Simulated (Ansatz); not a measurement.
# ZnO (zincite) (P6_3mc) in Ansatz: further runs

The runs below take ZnO (zincite) through Born charges and dielectric tensor, band structure, single point, equation of state, with PBEsol, BLYP, r2SCAN+rVV10.

Everything below comes from runs of Ansatz 0.2.0. Logs are shortened: lines on timing, memory, paths and dates and some standing lists are left out, and cuts for length are marked.

**The experiment to reproduce.**

From “Electronic structure of alkaline earth and post-transition metal oxides”, 2009, arxiv:0908.1581, for a bulk crystal of ZnO: band gap 3.37 eV.

The results are compared with them further down.

## Step 1: Starting point

The structure is hexagonal, space group P6_3mc (No. 186). Conventional cell: a = 3.249 Å, b = 3.249 Å, c = 5.206 Å, α = 90.00°, β = 90.00°, γ = 120.00°. Zn (site symmetry 3m) is surrounded by 4 O at 1.97 to 1.98 Å. Around O (site symmetry 3m) lie 4 Zn at 1.97 to 1.98 Å.

## Step 2: Born charges and dielectric tensor, PBEsol

Input file input.yaml:

```yaml
crystal:
  lattice:
    - [3.249308, 0.0, 0.0]
    - [-1.624654, 2.8139832727, 0.0]
    - [0.0, 0.0, 5.205709]
  atoms:
    - { symbol: Zn, position: [0.6666666667, 0.3333333333, 0.0] }
    - { symbol: Zn, position: [0.3333333333, 0.6666666667, 0.5] }
    - { symbol: O, position: [0.3333333333, 0.6666666667, 0.87901] }
    - { symbol: O, position: [0.6666666667, 0.3333333333, 0.37901] }
hamiltonian:
  xc: pbesol
  pseudopotentials: { kind: paw }
kpoints:
  mp_grid: { grid: [9, 9, 5] }
scf:
  occupations: { method: fixed }
output:
  eigenvalues: true
dielectric:
  method: response
```

Potentials or basis: Ansatz PAW.

The run is started by

```console
ansatz run input.yaml --threads 2 --pin off --max-ram 5120MiB --backend cpu --events-out ev --progress --plain --runs-dir out
```

Standard output:

```text
Warning: RAYON_NUM_THREADS=2 ignored (pool sized by the plan → 2); use --threads N
Engine: ansatz 0.2.0, x86_64-unknown-linux-gnu
Pseudopotentials: kind: paw
Pseudopotential: Zn, paw, valence charge 12, recommended cutoff 420 eV (normal), Zn.paw.azcp
Pseudopotential: O, paw, valence charge 6, recommended cutoff 420 eV (normal), O.paw.azcp
Functional definition: PBEsol
  exchange = pbesol_x
  correlation = pbesol_c
Crystal: 4 atoms, lattice volume = 47.598 Å³
Basis set: ecut = 420 eV, 941 PW (Γ), exchange–correlation on 48×48×72 points (8 copies of the dense FFT grid, shifted against one another)
Bands: 22, of which v1, the nominal top of the filled ones, is band 18 counted from 1 (17 counted from 0)
Symmetry: 12 space group operations
k-points: 115 of 405 (irreducible under 2 space group operations, time reversal used)
Non-local potential: Zn, projectors of the file, l = 0: 2, l = 1: 2, l = 2: 3, l = 3: 1
Non-local potential: O, projectors of the file, l = 0: 2, l = 1: 2, l = 2: 1
PAW form: soft (Blöchl's): semilocal exchange-correlation on the pseudo side does not see the compensation charge
PAW frozen core: Zn, regenerated for the run's functional, and the local potential with it (the file was generated under x = pbe(κ = 0.804, μ = 0.2195149727645171), c = pbe(β = 0.06672455060314922))
PAW frozen core: O, regenerated for the run's functional, and the local potential with it (the file was generated under x = pbe(κ = 0.804, μ = 0.2195149727645171), c = pbe(β = 0.06672455060314922))
PAW one-centre angular grid: Zn, 590 points (default); XC on 64 Gauss nodes
PAW one-centre angular grid: O, 110 points (default); XC on 64 Gauss nodes
Initial density: superposition of atomic densities (neutral atoms: chi_scale 0, normalization atom), corrected by the library's trained network
Initial wavefunctions: pseudopotential atomic-orbital guess
Functional: x = pbesol(κ = 0.804, μ = 0.12345679012345678), c = pbesol(β = 0.046)
SCF iter   1: F=—  HF=-7684.279114 eV  |F-HF|=—  |Δ(HF+E_count)|=         —  Δρ=1.58e-2  dr2=9.54e-2  ethr=1.77e-3  ⟨swp⟩=5.1  Hψ=10012  notcnv=0  defer=222
preconditioner: auto → Resta (q_TF=auto, 2.604 Å⁻¹)  ε∞=7.6  [insulator: Δε(μ)=0.559 eV  Ē_g=12.539 eV  n_scr=22 (ndim 8)  ℏωp=32.3 eV  f_vac=0.035  ε∞_Penn≈7.6]
SCF iter   2: F=—  HF=-7684.254357 eV  |F-HF|=—  |Δ(HF+E_count)|=   2.48e-2  Δρ=2.10e-3  dr2=1.01e-3  ethr=2.65e-4  ⟨swp⟩=3.0  Hψ=5739  notcnv=0  defer=226
SCF iter   3: F=—  HF=-7684.254361 eV  |F-HF|=—  |Δ(HF+E_count)|=   3.83e-6  Δρ=1.15e-3  dr2=4.82e-4  ethr=2.82e-6  ⟨swp⟩=2.0  Hψ=2767  notcnv=0  defer=227
SCF iter   4: F=—  HF=-7684.254365 eV  |F-HF|=—  |Δ(HF+E_count)|=   4.00e-6  Δρ=2.26e-4  dr2=2.44e-5  ethr=1.34e-6  ⟨swp⟩=3.0  Hψ=4504  notcnv=0  defer=78
SCF iter   5: F=—  HF=-7684.254387 eV  |F-HF|=—  |Δ(HF+E_count)|=   2.25e-5  Δρ=1.83e-4  dr2=9.82e-6  ethr=6.79e-8  ⟨swp⟩=2.0  Hψ=4370  notcnv=0  defer=2
SCF iter   6: F=—  HF=-7684.254381 eV  |F-HF|=—  |Δ(HF+E_count)|=   6.75e-6  Δρ=2.93e-5  dr2=2.94e-7  ethr=2.73e-8  ⟨swp⟩=2.0  Hψ=4370  notcnv=0
SCF iter   7: F=—  HF=-7684.254381 eV  |F-HF|=—  |Δ(HF+E_count)|=   4.74e-7  Δρ=1.00e-5  dr2=4.30e-8  ethr=8.16e-10  ⟨swp⟩=2.0  Hψ=4307  notcnv=0
SCF iter   8: F=—  HF=-7684.254381 eV  |F-HF|=—  |Δ(HF+E_count)|=   8.36e-8  Δρ=3.69e-6  dr2=7.27e-9  ethr=1.19e-10  ⟨swp⟩=2.0  Hψ=4146  notcnv=0
SCF iter   9: F=—  HF=-7684.254381 eV  |F-HF|=—  |Δ(HF+E_count)|=   5.31e-9  Δρ=8.14e-7  dr2=2.97e-10  ethr=2.02e-11  ⟨swp⟩=2.0  Hψ=4234  notcnv=0
SCF iter  10: F=-7684.254381 eV  HF=-7684.254381 eV  |F-HF|=1.82e-12  |Δ(HF+E_count)|=  2.02e-10  Δρ=1.47e-7  dr2=1.26e-11  ethr=1.00e-12  ⟨swp⟩=3.6  Hψ=7327  notcnv=0
SCF 1 converged in 10 iterations: F = -7684.254381 eV  dr2 = 1.26e-11
NSCF: frozen V_eff on 6 k-points
DFPT response loops at Γ: preconditioner auto → Resta (q_TF=auto, 2.604 Å⁻¹)  ε∞=9.3 (no band partly filled); β = 1.00, the filter's whole step (`scf.mixing.beta` (0.50) is not read by the response loops at its default; to damp them type it under 1.00, their step now; it binds the ground state too); Broyden in place of MSR1
── the response to a field inside a basis, on 14×14×8 k-points: an SCF that follows is theirs, and a resumed run solves both again ──
Bands: 19, of which v1, the nominal top of the filled ones, is band 18 counted from 1 (17 counted from 0)
k-points: 224
Initial density: handed on by an earlier stage of this run
Initial wavefunctions: pseudopotential atomic-orbital guess (no wavefunctions were taken with the density)
Eigensolver: Dense (224 Hₖ)
SCF iter   1: F=—  HF=-7684.257384 eV  |F-HF|=—  |Δ(HF+E_count)|=         —  Δρ=6.54e-4  dr2=3.82e-5  ethr=1.00e-1
preconditioner: auto → Resta (q_TF=auto, 2.604 Å⁻¹)  ε∞=11.1  [insulator: Δε(μ)=0.780 eV  Ē_g=10.185 eV  n_scr=22 (ndim 8)  ℏωp=32.3 eV  f_vac=0.032  ε∞_Penn≈11.1]
SCF iter   2: F=—  HF=-7684.257388 eV  |F-HF|=—  |Δ(HF+E_count)|=   3.42e-6  Δρ=4.13e-4  dr2=3.05e-5  ethr=1.06e-7
SCF iter   3: F=—  HF=-7684.257388 eV  |F-HF|=—  |Δ(HF+E_count)|=   1.97e-7  Δρ=1.18e-4  dr2=1.19e-6  ethr=8.48e-8
SCF iter   4: F=—  HF=-7684.257386 eV  |F-HF|=—  |Δ(HF+E_count)|=   2.36e-6  Δρ=2.51e-5  dr2=1.82e-7  ethr=3.32e-9
SCF iter   5: F=-7684.257386 eV  HF=-7684.257386 eV  |F-HF|=4.08e-8  |Δ(HF+E_count)|=   2.17e-8  Δρ=8.89e-6  dr2=1.04e-8  ethr=5.06e-10
SCF 1 converged in 5 iterations: F = -7684.257386 eV  dr2 = 1.04e-8
DFPT response loops at Γ: preconditioner auto → Resta (q_TF=auto, 2.604 Å⁻¹)  ε∞=8.8 (no band partly filled); β = 1.00, the filter's whole step (`scf.mixing.beta` (0.50) is not read by the response loops at its default; to damp them type it under 1.00, their step now; it binds the ground state too); Broyden in place of MSR1
SCF converged after 10 iterations
Free energy (F): -7684.254381 eV
Harris-Foulkes:  -7684.254381 eV  (|F-HF|=1.82e-12)
Internal energy: -7684.254381 eV  (E = F + TS)
E sigma→0 (E₀):  -7684.254381 eV
Fermi energy:    7.061541 eV
--- Per-component energies (eV) ---
  E_band       = 59.528459
  E_kinetic    = 610.213678
  E_local      = -4002.087322  (includes V_loc(G=0)·N_el)
  E_nonlocal   = 1338.076446
  E_hartree    = 1639.919566
  E_xc         = -414.822134
  E_vxc        = -289.279958  (∫ρ·V_xc dr)
  E_paw        = -3894.629389  (= ΣΔE_a)
  E_vpaw       = -877.237732  (= ΣTr[D̂ρ^β])
  E_aug_tail   = 0.004234  (compensation charges beyond the density's cutoff)
  E_ewald      = -2962.594745
  E_core_change = 1.665286  (= ΣΔE_core)
  E_smearing   = -0.000000  (= −TS)
  E_closure    = -0.000000  (closes the sum)
  Σ components = -7684.254381   (vs F -7684.254381, Δ=0.00e0)
--- Band table (eV; the first three rows and the last of 115) ---
  k-point 0: bands = ["-10.9574", "-10.2037", "1.3469", "1.3469", "1.3784", "1.3860", "1.5432", "1.5432", "2.5276", "2.5276", "2.7447", "2.7447", "3.0119", "6.2441", "6.2441", "6.9875", "7.0615", "7.0615", "7.7615", "12.1840", "15.2063", "19.8126"]
  k-point 1: bands = ["-10.8892", "-10.2796", "1.2306", "1.3098", "1.3566", "1.3566", "1.5144", "1.5144", "2.5561", "2.5561", "2.7328", "2.7328", "3.4415", "6.2543", "6.3236", "6.3236", "6.9849", "6.9849", "8.6219", "11.8560", "15.5029", "19.7901"]
  k-point 2: bands = ["-10.7069", "-10.4742", "1.1009", "1.1604", "1.3908", "1.3908", "1.4505", "1.4505", "2.6234", "2.6234", "2.6916", "2.6916", "4.3284", "5.2998", "6.5308", "6.5308", "6.7836", "6.7836", "9.8440", "10.9985", "16.3877", "17.8716"]
  k-point 114: bands = ["-10.2331", "-10.1284", "1.0484", "1.0881", "1.6181", "1.6309", "1.8299", "1.8789", "2.6192", "2.6810", "2.7737", "2.8437", "3.7278", "3.9801", "4.9113", "5.2276", "5.5563", "6.0067", "12.6304", "13.4010", "15.8221", "15.8688"]
--- Dielectric response (ions clamped): 3 representative field directions + reference, inside a basis on a mesh of 1568 k-points (Σ response iterations 21) ---
  ε∞ (high-frequency dielectric tensor):
        5.336678     0.000000     0.000000
       -0.000000     5.336678     0.000000
        0.000000     0.000000     5.372840
  Born effective charges Z* (e; rows j = field, columns β = displacement):
    site 0:
         2.11849    0.00000    0.00000
         0.00000    2.11849    0.00000
         0.00000    0.00000    2.16839
    site 1:
         2.11849    0.00000    0.00000
         0.00000    2.11849    0.00000
         0.00000    0.00000    2.16839
    site 2:
        -2.11849   -0.00000    0.00000
        -0.00000   -2.11849   -0.00000
        -0.00000   -0.00000   -2.16839
    site 3:
        -2.11849   -0.00000   -0.00000
         0.00000   -2.11849   -0.00000
         0.00000   -0.00000   -2.16839
  Z* charge neutrality: 2.418e-3 e pre-enforcement
  solved inside a basis spanned on kpoints, on 14×14×8 k-points transformed towards the longest dipole: ε∞ is read to err by 1.9e-2, Z* by 1.4e-2 e (field_mesh: kpoints solves on kpoints); Z* is corrected for what the basis lacks
```

Run time: 38 s. Hardware: 2 threads of Intel Xeon 6975P-C (Granite Rapids), shared host; peak memory 1.3 GiB.

Results:

```yaml
Free_energy: -7684.2544 eV
Band_gap_on_the_k_mesh: 0.70 eV, direct
Electronic_dielectric_tensor_diagonal: 5.34, 5.34, 5.37
Born_charges_mean_of_the_diagonal: Zn +2.14; O -2.14 e
```

Electronic dielectric tensor:
```
5.34 0.00 0.00
0.00 5.34 0.00
0.00 0.00 5.37
```

Born effective charge tensors (e):
atom 1, Zn
```
2.12 0.00 0.00
0.00 2.12 0.00
0.00 0.00 2.17
```
atom 2, Zn
```
2.12 0.00 0.00
0.00 2.12 0.00
0.00 0.00 2.17
```
atom 3, O
```
-2.12  0.00  0.00
 0.00 -2.12  0.00
 0.00  0.00 -2.17
```
atom 4, O
```
-2.12  0.00  0.00
 0.00 -2.12  0.00
 0.00  0.00 -2.17
```

Caveat: the gap is small at this level, which inflates the dielectric constant; odd divisions of the mesh miss points on the zone boundary, where band edges often lie, so the gap on the mesh can be too wide; the PAW data sets come from PBE, with cores solved anew for the run's functional, which leaves a small shift of forces and pressure.

## Step 3: Band structure, BLYP

input.yaml: that of step 2 with these lines changed.

```diff
@@ -11,3 +11,3 @@
 hamiltonian:
-  xc: pbesol
+  xc: blyp
   pseudopotentials: { kind: paw }
@@ -15,7 +15,19 @@
   mp_grid: { grid: [9, 9, 5] }
+  band_path:
+    path:
+      - [[0.0, 0.0, 0.0], [0.5, 0.0, 0.0], [0.3333333333, 0.3333333333, 0.0], [0.0, 0.0, 0.0], [0.0, 0.0, 0.5], [0.5, 0.0, 0.5], [0.3333333333, 0.3333333333, 0.5], [0.0, 0.0, 0.5]]
+      - [[0.5, 0.0, 0.5], [0.5, 0.0, 0.0]]
+      - [[0.3333333333, 0.3333333333, 0.0], [0.3333333333, 0.3333333333, 0.5]]
+    npoints: 14
 scf:
-  occupations: { method: fixed }
+  occupations: { method: fermi_dirac, width: 0.05 }
+  n_extra_bands: 10
 output:
+  forces: true
+  stress: true
   eigenvalues: true
-dielectric:
-  method: response
+  fatbands: false
+  write_density: true
+  write_potential: true
+  elf: true
+  volumetric_format: npy
```

Potentials or basis: Ansatz PAW.

The run is started by

```console
ansatz run input.yaml --threads 2 --pin off --max-ram 5120MiB --backend cpu --events-out ev --progress --plain --runs-dir out
```

Run time: 3 s. Hardware: 2 threads of Intel Xeon 6975P-C (Granite Rapids), shared host; peak memory 0.49 GiB.

Results (log left out):

| Quantity | Value |
| --- | --- |
| Free energy | -7796.6987 eV |
| Pressure | 9.4 GPa |
| Largest force | 0.070 eV/Å |
| Band gap on the k mesh | 0.96 eV, direct |
| Band gap along the path | 0.96 eV, direct |

Forces in eV/Å, atoms in the order of the input:
```
Zn   0.000  0.000 -0.070
Zn   0.000  0.000 -0.070
O    0.000  0.000  0.070
O    0.000  0.000  0.070
```

Stress tensor (GPa, compression positive):
```
 8.78  0.00  0.00
 0.00  8.78  0.00
 0.00  0.00 10.76
```

Levels at the corners of the path, in eV from the valence-band top:
```tsv
point	band 16	band 17	band 18	band 19	band 20	band 21
Γ	-0.07	0.00	0.00	0.96	5.28	8.43
M	-2.26	-1.26	-0.82	5.84	7.10	7.83
K	-1.89	-1.89	-1.69	7.70	7.70	7.95
Γ	-0.07	0.00	0.00	0.96	5.28	8.43
A	-0.40	-0.40	-0.40	3.57	3.57	10.24
L	-1.49	-1.34	-1.34	5.91	5.91	8.46
H	-2.65	-1.22	-1.22	8.08	8.08	8.24
A	-0.40	-0.40	-0.40	3.57	3.57	10.24
L	-1.49	-1.34	-1.34	5.91	5.91	8.46
M	-2.26	-1.26	-0.82	5.84	7.10	7.83
K	-1.89	-1.89	-1.69	7.70	7.70	7.95
H	-2.65	-1.22	-1.22	8.08	8.08	8.24
```

Caveat: the pressure holds a Pulay correction of +0.9 GPa for the finite cutoff; the PAW data sets come from PBE, with cores solved anew for the run's functional, which leaves a small shift of forces and pressure.

[end of part 1 of 2]
